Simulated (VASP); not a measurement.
# Te2Mo in VASP: further runs

Runs on Te2Mo. Level: PBE. Tasks: single point.

Everything below comes from runs of VASP 6.6.1. Logs are shortened: lines on timing, memory, paths and dates and some standing lists are left out, and cuts for length are marked.

## Step 1: The slab as given

The cell holds a slab with vacuum, 6 atoms: a = 6.362 Å, b = 3.480 Å, c = 36.176 Å, α = 90.00°, β = 90.14°, γ = 90.00°.

## Step 2: Single point, PBE

The input, INCAR:

```
SYSTEM = Te2Mo
PREC = Accurate
ENCUT = 520
EDIFF = 1E-6
ISMEAR = 0
SIGMA = 0.014
LREAL = .False.
LASPH = .True.
NELM = 100
ALGO = Fast
ISIF = 2
LWAVE = .False.
LCHARG = .False.
GGA = PE
```

The input, KPOINTS:

```
Automatic mesh
0
Gamma
  4 8 1
  0 0 0
```

The input, POSCAR:

```
Te2Mo
1.0
    6.3616090156      0.0000000000      0.0000000000
    0.0000000000      3.4804030600      0.0000000000
   -0.0857412231      0.0000000000     36.1758904685
Te Mo
4 2
Direct
    0.4292511000      0.7500000000      0.5407035800
    0.5707489000      0.2500000000      0.4592964200
    0.9208478700      0.2500000000      0.5565273200
    0.0791521300      0.7500000000      0.4434726800
    0.1813475600      0.2500000000      0.4974653700
    0.8186524400      0.7500000000      0.5025346300
```

Potentials or basis: VASP PAW PBE potentials, release 64 (Te, Mo_sv).

Command:

```sh
$ cat potpaw_PBE.64/Te/POTCAR potpaw_PBE.64/Mo_sv/POTCAR > POTCAR
$ mpirun -np 1 vasp_std > vasp.out
```

OUTCAR:

```text
SYSTEM = Te2Mo
   PREC = Accurate
   ENCUT = 520
   EDIFF = 1E-6
   ISMEAR = 0
   LREAL = .False.
   LASPH = .True.
   NELM = 100
   ISIF = 2
   GGA = PE

 ion  position               nearest neighbor table
   1  0.429  0.750  0.541-   5 2.82   5 2.82   6 2.84   2 3.54   2 3.54   3 3.62   3 3.62
   2  0.571  0.250  0.459-   6 2.82   6 2.82   5 2.84   1 3.54   1 3.54   4 3.62   4 3.62
   3  0.921  0.250  0.557-   6 2.69   6 2.69   5 2.71   1 3.62   1 3.62
   4  0.079  0.750  0.443-   5 2.69   5 2.69   6 2.71   2 3.62   2 3.62
   5  0.181  0.250  0.497-   4 2.69   4 2.69   3 2.71   1 2.82   1 2.82   2 2.84   6 2.90   6 2.90

   6  0.819  0.750  0.503-   3 2.69   3 2.69   4 2.71   2 2.82   2 2.82   1 2.84   5 2.90   5 2.90

  LATTYP: Found a simple monoclinic cell.
 ALAT       =     6.3616090156
 B/A-ratio  =     0.5470947761
 C/A-ratio  =     5.6866104138
 COS(beta)  =    -0.0023701139

  Lattice vectors:

 A1 = (   6.3616090156,   0.0000000000,   0.0000000000)
 A2 = (   0.0000000000,   3.4804030600,   0.0000000000)
 A3 = (  -0.0857412231,   0.0000000000,  36.1758904685)

Analysis of symmetry for initial positions (statically):
=====================================================================
 Subroutine PRICEL returns:
 Original cell was already a primitive cell.

 Routine SETGRP: Setting up the symmetry group for a
 simple monoclinic supercell.

 Subroutine GETGRP returns: Found  4 space group operations
 (whereof  2 operations were pure point group operations)
 out of a pool of  4 trial point group operations.

The static configuration has the point symmetry S_2 .
 The point group associated with its full space group is C_2h.

Analysis of symmetry for dynamics (positions and initial velocities):
=====================================================================
 Subroutine PRICEL returns:
 Original cell was already a primitive cell.

 Routine SETGRP: Setting up the symmetry group for a
 simple monoclinic supercell.

 Subroutine GETGRP returns: Found  4 space group operations
 (whereof  2 operations were pure point group operations)
 out of a pool of  4 trial point group operations.

The dynamic configuration has the point symmetry S_2 .
 The point group associated with its full space group is C_2h.

 Subroutine INISYM returns: Found  4 space group operations
 (whereof  2 operations are pure point group operations),
 and found     1 'primitive' translations

----------------------------------------------------------------------------------------

                                     Primitive cell

  volume of cell :     800.9691

  direct lattice vectors                    reciprocal lattice vectors
     6.361609016  0.000000000  0.000000000     0.157192936  0.000000000  0.000372566
     0.000000000  3.480403060  0.000000000     0.000000000  0.287323044  0.000000000
    -0.085741223  0.000000000 36.175890469     0.000000000  0.000000000  0.027642720

  length of vectors
     6.361609016  3.480403060 36.175992077     0.157193378  0.287323044  0.027642720

  position of ions in fractional coordinates (direct lattice)
     0.429251100  0.750000000  0.540703580
     0.570748900  0.250000000  0.459296420
     0.920847870  0.250000000  0.556527320
     0.079152130  0.750000000  0.443472680
     0.181347560  0.250000000  0.497465370
     0.818652440  0.750000000  0.502534630

  ion indices of the primitive-cell ions
   primitive index   ion index
                 1           1
                 2           2
                 3           3
                 4           4
                 5           5
                 6           6

----------------------------------------------------------------------------------------

 KPOINTS: Automatic mesh

Automatic generation of k-mesh.
 Grid dimensions read from file:
 generate k-points for:    4    8    1

 Generating k-lattice:

  Cartesian coordinates                     Fractional coordinates (reciprocal lattice)
     0.039298234  0.000000000  0.000093142     0.250000000  0.000000000 -0.000000000
     0.000000000  0.035915380  0.000000000     0.000000000  0.125000000  0.000000000
     0.000000000  0.000000000  0.027642720     0.000000000  0.000000000  1.000000000

  Length of vectors
     0.039298344  0.035915380  0.027642720

  Shift w.r.t. Gamma in fractional coordinates (k-lattice)
     0.000000000  0.000000000  0.000000000

 Subroutine IBZKPT returns following result:
 ===========================================

 Found     15 irreducible k-points:

 Following reciprocal coordinates:
            Coordinates               Weight
  0.000000  0.000000  0.000000      1.000000
  0.250000  0.000000  0.000000      2.000000
  0.500000  0.000000  0.000000      1.000000
  0.000000  0.125000  0.000000      2.000000
  0.250000  0.125000  0.000000      4.000000
  0.500000  0.125000  0.000000      2.000000
  0.000000  0.250000  0.000000      2.000000
  0.250000  0.250000  0.000000      4.000000
  0.500000  0.250000  0.000000      2.000000
  0.000000  0.375000  0.000000      2.000000
  0.250000  0.375000  0.000000      4.000000
  0.500000  0.375000  0.000000      2.000000
  0.000000  0.500000  0.000000      1.000000
  0.250000  0.500000  0.000000      2.000000
  0.500000  0.500000  0.000000      1.000000
   k-points           NKPTS =     15   k-points in BZ     NKDIM =     15   number of bands    NBANDS=     31
   number of dos      NEDOS =    301   number of ions     NIONS =      6
   total plane-waves  NPLWV = 362880
   dimension x,y,z NGX =    48 NGY =   28 NGZ =  270
   dimension x,y,z NGXF=    96 NGYF=   56 NGZF=  540
   ions per type =               4   2
   NGX,Y,Z   is equivalent  to a cutoff of  12.54, 13.37, 12.41 a.u.
   NGXF,Y,Z  is equivalent  to a cutoff of  25.09, 26.75, 24.82 a.u.
 SYSTEM =  Te2Mo
   PREC   = accura    normal or accurate (medium, high low for compatibility)
   ISTART =      0    job   : 0-new  1-cont  2-samecut
   ICHARG =      2    charge: 1-file 2-atom 10-const
   ISPIN  =      1    spin polarized calculation?
   LNONCOLLINEAR =      F non collinear calculations
   LSORBIT =      F    spin-orbit coupling
   LASPH  =      T    aspherical Exc in radial PAW
   ENCUT  =  520.0 eV  38.22 Ry    6.18 a.u.  11.83  6.47 67.26*2*pi/ulx,y,z
   NELM   =    100;   NELMIN=  2; NELMDL= -5     # of ELM steps
   EDIFF  = 0.1E-05   stopping-criterion for ELM
   LREAL  =      F    real-space projection
   EDIFFG = 0.1E-04   stopping-criterion for IOM
   NSW    =      0    number of steps for IOM
   IBRION =     -1    ionic relax: 0-MD 1-quasi-New 2-CG
   NFREE  =      0    steps in history (QN), initial steepest desc. (CG)
   ISIF   =      2    stress and relaxation
   ISYM   =      2    0-nonsym 1-usesym 2-fastsym
   POTIM  = 0.5000    time-step for ionic-motion
   TEBEG  =    0.0;   TEEND  =   0.0 temperature during run
   PSTRESS=    0.0 pullay stress
   NELECT =      52.0000    total number of electrons
   NUPDOWN=      -1.0000    fix difference up-down
   EMIN   =  10.00;   EMAX   =-10.00  energy-range for DOS
   EFERMI =   0.00;   METHOD = LEGACY
   ISMEAR =     0;   SIGMA  =   0.01  broadening in eV -4-tet -1-fermi 0-gaus
   EFERMI_NEDOS =   21; number of points for ismear=-14 and -15
   IALGO  =     68    algorithm
   IMIX   =      4    mixing-type and parameters
     AMIX     =   0.40;   BMIX     =  1.00
     AMIX_MAG =   1.60;   BMIX_MAG =  1.00
  volume/ion in A,a.u.               =     133.49       900.87
  Fermi-wavevector in a.u.,A,eV,Ry     =   0.657967  1.243377  5.890240  0.432920
  Thomas-Fermi vector in A             =   1.729641
   LORBIT       =      0    0 simple, 1 ext, 2 COOP (PROOUT), +10 PAW based schemes
   GGA     = PE    functional components
   LHFCALC =     F    Hartree Fock is set to
   AEXX    =    0.0000 exact exchange contribution
   IVDW    =     0    specifies the selected vdW correction
   LEPSILON=     F    determine dielectric tensor
   LRPA    =     F    only Hartree local field effects (RPA)
 non-spin polarized calculation
 RMM-DIIS sequential band-by-band and
 Gauss-broadening in eV      SIGMA  =   0.01
  energy-cutoff  :      520.00
  volume of cell :      800.97
 maximum number of plane-waves:     21707
 NGX is ok and might be reduce to    48
   NGX = 23   NGY = 13   NGZ =135

 number of electron      51.9999996 magnetization

 Free energy of the ion-electron system (eV)
  ---------------------------------------------------
  ext. energy  EPLUGINS =         0.00000000
  ---------------------------------------------------
  free energy    TOTEN  =       -35.95884005 eV

  energy without entropy =      -35.95834639  energy(sigma->0) =      -35.95859322

 E-fermi :  -2.1949     XC(G=0):  -2.3175

 val. band max:       -2.1948899532   @ k =   0.0000   0.1250   0.0000
 cond. band min:      -2.0838126244   @ k =   0.5000   0.0000   0.0000
 fundamental gap:      0.1110773288
 Fermi energy:        -2.1948899532

 k-point     1 :       0.0000    0.0000    0.0000
  band No.  band energies     occupation
      1     -63.2093      2.00000
      2     -63.1518      2.00000
      3     -37.4535      2.00000
      4     -37.4083      2.00000
      5     -37.3461      2.00000
      6     -37.2456      2.00000
[... 23 lines left out ...]
     30      -0.0718      0.00000
     31       0.0630      0.00000

 k-point     2 :       0.2500    0.0000    0.0000
  band No.  band energies     occupation
      1     -63.2092      2.00000
      2     -63.1519      2.00000
      3     -37.4499      2.00000
      4     -37.4080      2.00000
      5     -37.3463      2.00000
      6     -37.2460      2.00000
[... 23 lines left out ...]
     30      -0.2284      0.00000
     31       0.3367      0.00000

 k-point     3 :       0.5000    0.0000    0.0000
  band No.  band energies     occupation
      1     -63.2091      2.00000
      2     -63.1520      2.00000
      3     -37.4462      2.00000
      4     -37.4076      2.00000
      5     -37.3465      2.00000
      6     -37.2463      2.00000
[... 397 lines left out ...]
     30      -0.4573      0.00000
     31      -0.0977      0.00000

 k-point    15 :       0.5000    0.5000    0.0000
  band No.  band energies     occupation
      1     -63.1749      2.00000
      2     -63.1749      2.00000
      3     -37.5149      2.00000
      4     -37.5149      2.00000
      5     -37.2985      2.00000
      6     -37.2985      2.00000
[... 23 lines left out ...]
     30      -0.2887      0.00000
     31       0.1151      0.00000

------------------------ aborting loop because EDIFF is reached ----------------------------------------

  FORCE on cell =-STRESS in cart. coord.  units (eV):
  Direction    XX          YY          ZZ          XY          YZ          ZX
  --------------------------------------------------------------------------------------
  -------------------------------------------------------------------------------------
  Total        0.5803788      0.1057791      1.2623370      0.0000000      0.0000000      0.0566365
  in kB        1.1609308      0.2115897      2.5250510      0.0000000      0.0000000      0.1132899
  external PRESSURE =       1.2991905 kB  Pullay stress =       0.0000000 kB

 VOLUME and BASIS-vectors are now :
 -----------------------------------------------------------------------------
  energy-cutoff  :      520.00
  volume of cell :      800.97
      direct lattice vectors                 reciprocal lattice vectors
     6.361609016  0.000000000  0.000000000     0.157192936  0.000000000  0.000372566
     0.000000000  3.480403060  0.000000000     0.000000000  0.287323044  0.000000000
    -0.085741223  0.000000000 36.175890469     0.000000000  0.000000000  0.027642720

 POSITION                                       TOTAL-FORCE (eV/Angst)
 -----------------------------------------------------------------------------------
      2.68437      2.61030     19.56043         0.045946      0.000000      0.076777
      3.59150      0.87010     16.61546        -0.045946      0.000000     -0.076777
      5.81036      0.87010     20.13287        -0.016170      0.000000      0.259740
      0.46551      2.61030     16.04302         0.016170     -0.000000     -0.259740
      1.11101      0.87010     17.99625         0.068525      0.000000      0.019810
      5.16486      2.61030     18.17964        -0.068525      0.000000     -0.019810
 -----------------------------------------------------------------------------------
    total drift:                                0.000000     -0.000000     -0.000000

  FREE ENERGIE OF THE ION-ELECTRON SYSTEM (eV)
  ---------------------------------------------------
  free  energy   TOTEN  =       -35.9588400525 eV

  energy  without entropy=      -35.9583463866  energy(sigma->0) =      -35.95859322
```

It took 9.2 min on 1 thread of Intel Xeon Platinum 8488C (Sapphire Rapids), shared host; peak memory 0.92 GiB.

Results:

```yaml
Free_energy: -35.9588 eV
Largest_force: 0.260 eV/Å
Band_gap_on_the_k_mesh: none (metal or under the smearing width)
```

Forces on the atoms (eV/Å):
```
Te   0.046  0.000  0.077
Te  -0.046  0.000 -0.077
Te  -0.016  0.000  0.260
Te   0.016  0.000 -0.260
Mo   0.069  0.000  0.020
Mo  -0.069  0.000 -0.020
```

The run has no spin-orbit coupling, so splittings on Te are missing.

## Step 3: Single point, PBE

The input, INCAR:

```
  PREC = Accurate
  ENCUT = 520
  EDIFF = 1E-6
  ISMEAR = 0
  SIGMA = 0.011
  LREAL = False
  LASPH = True
  NELM = 80
  ALGO = Fast
  ISIF = 2
  LWAVE = False
  LCHARG = False
  GGA = PE
```

The input, KPOINTS:

```
Automatic mesh
0
Gamma
  4 8 1
```

POSCAR is that of step 2.

Potentials or basis: VASP PAW PBE potentials, release 64 (Te, Mo_sv).

Command:

```sh
$ cat potpaw_PBE.64/Te/POTCAR potpaw_PBE.64/Mo_sv/POTCAR > POTCAR
$ mpirun -np 1 vasp_std > vasp.out
```

Wall time 11 min (1 thread of Intel Xeon Platinum 8488C (Sapphire Rapids), shared host); peak memory 0.91 GiB.

The run converged. Its results:

| Item | Value |
| --- | --- |
| Free energy | -35.9587 eV |
| Largest force | 0.260 eV/Å |
| Band gap on the k mesh | none (metal or under the smearing width) |

Forces on the atoms (eV/Å):
```
Te   0.046  0.000  0.077
Te  -0.046  0.000 -0.077
Te  -0.016  0.000  0.260
Te   0.016  0.000 -0.260
Mo   0.068  0.000  0.020
Mo  -0.068  0.000 -0.020
```

Levels at points of the mesh, in eV from the Fermi level:
```
           k point  band 24  band 25  band 26  band 27  band 28  band 29
(0.00, 0.00, 0.00)    -0.59    -0.30     0.17     0.65     1.07     1.72
(0.50, 0.00, 0.00)    -0.80    -0.78    -0.66     0.11     1.08     1.47
(0.00, 0.50, 0.00)    -1.59    -1.39    -1.39     1.18     1.18     1.45
(0.50, 0.50, 0.00)    -1.71    -0.84    -0.84     1.10     1.10     1.90
```

(Part 1 of 2 ends here.)
